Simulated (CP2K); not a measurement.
Runs of CP2K 2026.2 on BN. Symmetry: P6_3/mmc, No. 194, hexagonal system. Conventional cell: a = 2.498 Å, b = 2.498 Å, c = 6.636 Å, α = 90.00°, β = 90.00°, γ = 120.00°. Around N (site symmetry -6m2) lie 3 B at 1.44 Å. Around B (site symmetry -6m2) lie 3 N at 1.44 Å. 

| task | level | potentials or basis | cutoff of the non-local correlation (Ry) | points a segment of the path (NPOINTS) | bands added on the path | D3 from the s-dftd3 library (D3_REFERENCE_CODE) | cutoff radius of the dispersion sum (A) | gap on the mesh (eV) | pressure (GPa) |
| --- | --- | --- | --- | --- | --- | --- | --- | --- | --- |
| single point | r2SCAN | POTENTIAL_UZH N GTH-SCAN-q5, B GTH-SCAN-q3; TZVP-MOLOPT-SCAN-GTH basis | - | - | - | - | - | 4.88 | 0.6 |
| single point | r2SCAN+rVV10 | POTENTIAL_UZH N GTH-SCAN-q5, B GTH-SCAN-q3; TZVP-MOLOPT-SCAN-GTH basis | 300 | - | - | - | - | 4.84 | 0.1 |
| band structure | LDA | POTENTIAL_UZH N GTH-PBE-q5, B GTH-PBE-q3; TZVP-MOLOPT-PBE-GTH basis | - | 10 | 2 | - | - | (a) | 3.8 |
| single point | r2SCAN+D3(BJ)+ATM | POTENTIAL_UZH N GTH-SCAN-q5, B GTH-SCAN-q3; TZVP-MOLOPT-SCAN-GTH basis | - | - | - | yes | 20 | 4.88 | -0.4 |
| single point | r2SCAN+D3(BJ) | POTENTIAL_UZH N GTH-SCAN-q5, B GTH-SCAN-q3; TZVP-MOLOPT-SCAN-GTH basis | - | - | - | yes | 20 | 4.88 | -0.6 |
| band structure | BLYP | POTENTIAL_UZH N GTH-PBE-q5, B GTH-PBE-q3; TZVP-MOLOPT-PBE-GTH basis | - | 10 | 2 | - | - | 4.44 | 7.8 |
| band structure | r2SCAN | POTENTIAL_UZH N GTH-PBE-q5, B GTH-PBE-q3; TZVP-MOLOPT-PBE-GTH basis | - | 10 | 2 | - | - | 4.88 | 2.0 |
| band structure | BEEF-vdW | POTENTIAL_UZH N GTH-PBE-q5, B GTH-PBE-q3; TZVP-MOLOPT-PBE-GTH basis | 300 | 10 | 2 | - | - | (c) | 1.4 |
| band structure | AM05 | POTENTIAL_UZH N GTH-PBE-q5, B GTH-PBE-q3; TZVP-MOLOPT-PBE-GTH basis | - | 10 | 2 | - | - | (b) | 4.9 |
| single point | r2SCAN+D4 | POTENTIAL_UZH N GTH-SCAN-q5, B GTH-SCAN-q3; TZVP-MOLOPT-SCAN-GTH basis | - | - | - | - | 20 | 4.88 | -0.4 |

Alike in all rows: no spin polarisation; cell as given; k mesh 12 × 12 × 4; smearing fermi-dirac 0.05 eV.

Task: Estimate the missing entries.

Result: (a) 4.09; (b) 4.20; (c) 4.50.

Caveats: the basis of atomic orbitals isn't converged, which shifts pressures, moduli and gaps; the potentials were made for another functional, which shifts forces and pressure (some runs); this functional lacks dispersion, which binds the layers, so the pressure and a relaxed spacing across them are unreliable (some runs).

A k mesh can miss the band edges.

Runs at the PBE level aren't shown here.
